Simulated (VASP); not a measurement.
# BeTe (F-43m) in VASP: single point with HSE06

Aim: the single point of BeTe with HSE06.

Program: VASP 6.6.1. These are calculated values, not measurements. Logs are shortened: lines on timing, memory, paths and dates and some standing lists are left out, and cuts for length are marked.

**1. The structure**

It takes space group F-43m (No. 216, cubic). Conventional cell: a = 5.657 Å, b = 5.657 Å, c = 5.657 Å, α = 90.00°, β = 90.00°, γ = 90.00°. Be (site symmetry -43m) has 4 Te at 2.45 Å as nearest neighbours. Te (site symmetry -43m) has 4 Be at 2.45 Å as nearest neighbours.

The cell was built by a generator and needn't be a form met in nature.

**2. Single point, HSE06**

File POSCAR:

```
BeTe
1.0
    0.0000000000      2.8286236224      2.8286236224
    2.8286236224      0.0000000000      2.8286236224
    2.8286236224      2.8286236224      0.0000000000
Be Te
1 1
Direct
    0.0000000000      0.0000000000      0.0000000000
    0.2500000000      0.2500000000      0.2500000000
```

File INCAR.step1:

```
  PREC = Accurate
  ENCUT = 520
  EDIFF = 1E-5
  ISMEAR = 0
  SIGMA = 0.01
  LREAL = F
  LASPH = T
  NELM = 100
  ALGO = Normal
  ISIF = 2
  LWAVE = T
  LCHARG = F
  GGA = PE
  NBANDS = 11
```

File INCAR.step2:

```
  PREC = Accurate
  ENCUT = 520
  EDIFF = 1E-6
  ISMEAR = 0
  SIGMA = 0.01
  LREAL = F
  LASPH = T
  NELM = 100
  ALGO = Normal
  ISIF = 2
  LWAVE = F
  LCHARG = F
  GGA = PE
  LHFCALC = T
  HFSCREEN = 0.2079
  PRECFOCK = Normal
  ISTART = 1
  NBANDS = 11
```

File KPOINTS:

```
regular mesh
0
Gamma
  4 4 4
```

Potentials or basis: VASP PAW PBE potentials, release 64 (Be, Te).

Command:

```bash
cat potpaw_PBE.64/Be/POTCAR potpaw_PBE.64/Te/POTCAR > POTCAR
cp INCAR.step1 INCAR
mpirun -np 1 vasp_std > vasp.out
cp INCAR.step2 INCAR
mpirun -np 1 vasp_std > vasp.out
```

OUTCAR:

```text
PREC = Accurate
   ENCUT = 520
   EDIFF = 1E-6
   ISMEAR = 0
   LREAL = F
   LASPH = T
   NELM = 100
   ISIF = 2
   GGA = PE
   LHFCALC = T
   HFSCREEN = 0.2079
   PRECFOCK = Normal
   ISTART = 1

 ion  position               nearest neighbor table
   1  0.000  0.000  0.000-   2 2.45   2 2.45   2 2.45   2 2.45
   2  0.250  0.250  0.250-   1 2.45   1 2.45   1 2.45   1 2.45

  LATTYP: Found a face centered cubic cell.
 ALAT       =     5.6572472448

  Lattice vectors:

 A1 = (   0.0000000000,   2.8286236224,   2.8286236224)
 A2 = (   2.8286236224,   0.0000000000,   2.8286236224)
 A3 = (   2.8286236224,   2.8286236224,   0.0000000000)

Analysis of symmetry for initial positions (statically):
=====================================================================
 Subroutine PRICEL returns:
 Original cell was already a primitive cell.

 Routine SETGRP: Setting up the symmetry group for a
 face centered cubic supercell.

 Subroutine GETGRP returns: Found 24 space group operations
 (whereof 24 operations were pure point group operations)
 out of a pool of 48 trial point group operations.

The static configuration has the point symmetry T_d .

Analysis of symmetry for dynamics (positions and initial velocities):
=====================================================================
 Subroutine PRICEL returns:
 Original cell was already a primitive cell.

 Routine SETGRP: Setting up the symmetry group for a
 face centered cubic supercell.

 Subroutine GETGRP returns: Found 24 space group operations
 (whereof 24 operations were pure point group operations)
 out of a pool of 48 trial point group operations.

The dynamic configuration has the point symmetry T_d .

 Subroutine INISYM returns: Found 24 space group operations
 (whereof 24 operations are pure point group operations),
 and found     1 'primitive' translations

----------------------------------------------------------------------------------------

                                     Primitive cell

  volume of cell :      45.2643

  direct lattice vectors                    reciprocal lattice vectors
     0.000000000  2.828623622  2.828623622    -0.176764415  0.176764415  0.176764415
     2.828623622  0.000000000  2.828623622     0.176764415 -0.176764415  0.176764415
     2.828623622  2.828623622  0.000000000     0.176764415  0.176764415 -0.176764415

  length of vectors
     4.000277890  4.000277890  4.000277890     0.306164948  0.306164948  0.306164948

  position of ions in fractional coordinates (direct lattice)
     0.000000000  0.000000000  0.000000000
     0.250000000  0.250000000  0.250000000

  ion indices of the primitive-cell ions
   primitive index   ion index
                 1           1
                 2           2

----------------------------------------------------------------------------------------

 KPOINTS: regular mesh

Automatic generation of k-mesh.
 Grid dimensions read from file:
 generate k-points for:    4    4    4

 Generating k-lattice:

  Cartesian coordinates                     Fractional coordinates (reciprocal lattice)
    -0.044191104  0.044191104  0.044191104     0.250000000  0.000000000  0.000000000
     0.044191104 -0.044191104  0.044191104     0.000000000  0.250000000  0.000000000
     0.044191104  0.044191104 -0.044191104     0.000000000  0.000000000  0.250000000

  Length of vectors
     0.076541237  0.076541237  0.076541237

  Shift w.r.t. Gamma in fractional coordinates (k-lattice)
     0.000000000  0.000000000  0.000000000

 Subroutine IBZKPT returns following result:
 ===========================================

 Found      8 irreducible k-points:

 Following reciprocal coordinates:
            Coordinates               Weight
  0.000000  0.000000  0.000000      1.000000
  0.250000  0.000000  0.000000      8.000000
  0.500000  0.000000  0.000000      4.000000
  0.250000  0.250000  0.000000      6.000000
  0.500000  0.250000  0.000000     24.000000
 -0.250000  0.250000  0.000000     12.000000
  0.500000  0.500000  0.000000      3.000000
 -0.250000  0.500000  0.250000      6.000000
   k-points           NKPTS =      8   k-points in BZ     NKDIM =     64   number of bands    NBANDS=     11
   number of dos      NEDOS =    301   number of ions     NIONS =      2
   total plane-waves  NPLWV =  27000
   dimension x,y,z NGX =    30 NGY =   30 NGZ =   30
   dimension x,y,z NGXF=    60 NGYF=   60 NGZF=   60
   ions per type =               1   1
   NGX,Y,Z   is equivalent  to a cutoff of  12.47, 12.47, 12.47 a.u.
   NGXF,Y,Z  is equivalent  to a cutoff of  24.94, 24.94, 24.94 a.u.
 SYSTEM =  unknown system
   PREC   = accura    normal or accurate (medium, high low for compatibility)
   ISTART =      1    job   : 0-new  1-cont  2-samecut
   ICHARG =      0    charge: 1-file 2-atom 10-const
   ISPIN  =      1    spin polarized calculation?
   LNONCOLLINEAR =      F non collinear calculations
   LSORBIT =      F    spin-orbit coupling
   LASPH  =      T    aspherical Exc in radial PAW
   ENCUT  =  520.0 eV  38.22 Ry    6.18 a.u.   7.44  7.44  7.44*2*pi/ulx,y,z
   NELM   =    100;   NELMIN=  2; NELMDL=  0     # of ELM steps
   EDIFF  = 0.1E-05   stopping-criterion for ELM
   LREAL  =      F    real-space projection
   EDIFFG = 0.1E-04   stopping-criterion for IOM
   NSW    =      0    number of steps for IOM
   IBRION =     -1    ionic relax: 0-MD 1-quasi-New 2-CG
   NFREE  =      0    steps in history (QN), initial steepest desc. (CG)
   ISIF   =      2    stress and relaxation
   ISYM   =      3    0-nonsym 1-usesym 2-fastsym
   POTIM  = 0.5000    time-step for ionic-motion
   TEBEG  =    0.0;   TEEND  =   0.0 temperature during run
   PSTRESS=    0.0 pullay stress
   NELECT =       8.0000    total number of electrons
   NUPDOWN=      -1.0000    fix difference up-down
   EMIN   =  10.00;   EMAX   =-10.00  energy-range for DOS
   EFERMI =   0.00;   METHOD = LEGACY
   ISMEAR =     0;   SIGMA  =   0.01  broadening in eV -4-tet -1-fermi 0-gaus
   EFERMI_NEDOS =   21; number of points for ismear=-14 and -15
   IALGO  =     38    algorithm
   IMIX   =      1    mixing-type and parameters
     AMIX     =   0.40;   BMIX     =  1.00
     AMIX_MAG =   1.60;   BMIX_MAG =  1.00
  volume/ion in A,a.u.               =      22.63       152.73
  Fermi-wavevector in a.u.,A,eV,Ry     =   0.918727  1.736142 11.484116  0.844059
  Thomas-Fermi vector in A             =   2.043841
   LORBIT       =      0    0 simple, 1 ext, 2 COOP (PROOUT), +10 PAW based schemes
   GGA     = PE    functional components
   LHFCALC =     T    Hartree Fock is set to
   PRECFOCK=normal    Normal, Fast or Accurate (Low or Medium for compatibility)
   ENCUT4O =  -1.0   cutoff for four orbital integrals eV
   NKREDX  =     1    reduce k-point grid by
   NKREDY  =     1    reduce k-point grid by
   NKREDZ  =     1    reduce k-point grid by
   AEXX    =    0.2500 exact exchange contribution
   HFSCREEN=    0.2079 screening length (either q_TF or 0.3 A-1)
   HFSCREENC=   0.2079 screening length for correlation (either q_TF or 0.3 A-1)
   ENCUTFOCK=  -1.0 apply spherical cutoff to Coloumb kernel
   IVDW    =     0    specifies the selected vdW correction
   LEPSILON=     F    determine dielectric tensor
   LRPA    =     F    only Hartree local field effects (RPA)
 non-spin polarized calculation
 Gauss-broadening in eV      SIGMA  =   0.01
  energy-cutoff  :      520.00
  volume of cell :       45.26
 maximum number of plane-waves:      1243
 NGX is ok and might be reduce to    30
  NGX = 24; NGY = 24; NGZ = 24

 number of electron       8.0000000 magnetization

 Free energy of the ion-electron system (eV)
  ---------------------------------------------------
  ext. energy  EPLUGINS =         0.00000000
  ---------------------------------------------------
  free energy    TOTEN  =        -8.68400896 eV

  energy without entropy =       -8.68400896  energy(sigma->0) =       -8.68400896

 E-fermi :   4.5223     XC(G=0):  -7.5135

 val. band max:        4.4715432998   @ k =   0.0000   0.0000   0.0000
 cond. band min:       7.1587464874   @ k =   0.5000   0.5000   0.0000
 fundamental gap:      2.6872031876
 Fermi energy:         4.5222561033

 k-point     1 :       0.0000    0.0000    0.0000
  band No.  band energies     occupation
      1      -8.8642      2.00000
      2       4.4715      2.00000
      3       4.4715      2.00000
      4       4.4715      2.00000
      5       8.9628      0.00000
      6       8.9628      0.00000
      7       8.9628      0.00000
      8       8.9887      0.00000
      9      13.8268      0.00000
     10      15.7373      0.00000
     11      15.7373      0.00000

 k-point     2 :       0.2500    0.0000    0.0000
  band No.  band energies     occupation
      1      -8.2555      2.00000
      2       0.9244      2.00000
      3       3.7713      2.00000
      4       3.7713      2.00000
      5       8.5530      0.00000
      6       9.8729      0.00000
      7       9.8729      0.00000
      8      12.4812      0.00000
      9      14.5057      0.00000
     10      14.5057      0.00000
     11      14.5428      0.00000

 k-point     3 :       0.5000    0.0000    0.0000
  band No.  band energies     occupation
      1      -7.3835      2.00000
      2      -1.5262      2.00000
      3       3.2739      2.00000
      4       3.2739      2.00000
      5       8.2841      0.00000
      6       9.9599      0.00000
      7       9.9599      0.00000
      8      13.3253      0.00000
      9      16.5304      0.00000
     10      17.1700      0.00000
     11      17.1700      0.00000
[... 43 lines left out ...]
 k-point     7 :       0.5000    0.5000    0.0000
  band No.  band energies     occupation
      1      -6.8379      2.00000
      2      -1.0958      2.00000
      3       1.6515      2.00000
      4       1.6515      2.00000
      5       7.1587      0.00000
      6       7.8848      0.00000
      7      15.4644      0.00000
      8      15.4644      0.00000
      9      17.2578      0.00000
     10      18.7024      0.00000
     11      19.0339      0.00000

 k-point     8 :      -0.2500    0.5000    0.2500
  band No.  band energies     occupation
      1      -6.8021      2.00000
      2      -0.5320      2.00000
      3       0.5479      2.00000
      4       1.0924      2.00000
      5      10.5651      0.00000
      6      10.9511      0.00000
      7      11.0048      0.00000
      8      11.6239      0.00000
      9      16.6031      0.00000
     10      17.4069      0.00000
     11      18.5184      0.00000

------------------------ aborting loop because EDIFF is reached ----------------------------------------

  FORCE on cell =-STRESS in cart. coord.  units (eV):
  Direction    XX          YY          ZZ          XY          YZ          ZX
  --------------------------------------------------------------------------------------
  -------------------------------------------------------------------------------------
  Total       -0.1543998     -0.1543998     -0.1543998      0.0000000      0.0000000      0.0000000
  in kB       -5.4651477     -5.4651477     -5.4651477      0.0000000      0.0000000      0.0000000
  external PRESSURE =      -5.4651477 kB  Pullay stress =       0.0000000 kB

 VOLUME and BASIS-vectors are now :
 -----------------------------------------------------------------------------
  energy-cutoff  :      520.00
  volume of cell :       45.26
      direct lattice vectors                 reciprocal lattice vectors
     0.000000000  2.828623622  2.828623622    -0.176764415  0.176764415  0.176764415
     2.828623622  0.000000000  2.828623622     0.176764415 -0.176764415  0.176764415
     2.828623622  2.828623622  0.000000000     0.176764415  0.176764415 -0.176764415

 POSITION                                       TOTAL-FORCE (eV/Angst)
 -----------------------------------------------------------------------------------
      0.00000      0.00000      0.00000         0.000000      0.000000      0.000000
      1.41431      1.41431      1.41431        -0.000000     -0.000000     -0.000000
 -----------------------------------------------------------------------------------
    total drift:                                0.000000     -0.000001     -0.000000

  FREE ENERGIE OF THE ION-ELECTRON SYSTEM (eV)
  ---------------------------------------------------
  free  energy   TOTEN  =        -8.6840089561 eV

  energy  without entropy=       -8.6840089561  energy(sigma->0) =       -8.68400896
```

Wall time 54 s (1 thread of Intel Xeon 6975P-C (Granite Rapids), shared host); peak memory 0.28 GiB.

Results:

| Property | Result |
| --- | --- |
| Free energy | -8.6840 eV |
| Pressure | -0.5 GPa |
| Band gap on the k mesh | 2.69 eV, indirect (least direct gap 4.49 eV) |

Levels at points of the mesh, in eV from the valence-band top:
```csv
k point,band 1,band 2,band 3,band 4,band 5,band 6,band 7,band 8,band 9
"(0.00, 0.00, 0.00)",-13.34,0.00,0.00,0.00,4.49,4.49,4.49,4.52,9.36
"(0.50, 0.00, 0.00)",-11.86,-6.00,-1.20,-1.20,3.81,5.49,5.49,8.85,12.06
"(0.50, 0.50, 0.00)",-11.31,-5.57,-2.82,-2.82,2.69,3.41,10.99,10.99,12.79
```

Caveat: the k mesh is coarse (spacing up to 0.48 Å⁻¹), so the values aren't converged, least of all with exact exchange; the PAW data sets were made with another functional, which shifts forces and pressure a little; spin-orbit coupling is left out, which moves the levels of the heavy elements. A k mesh can miss the band edges.
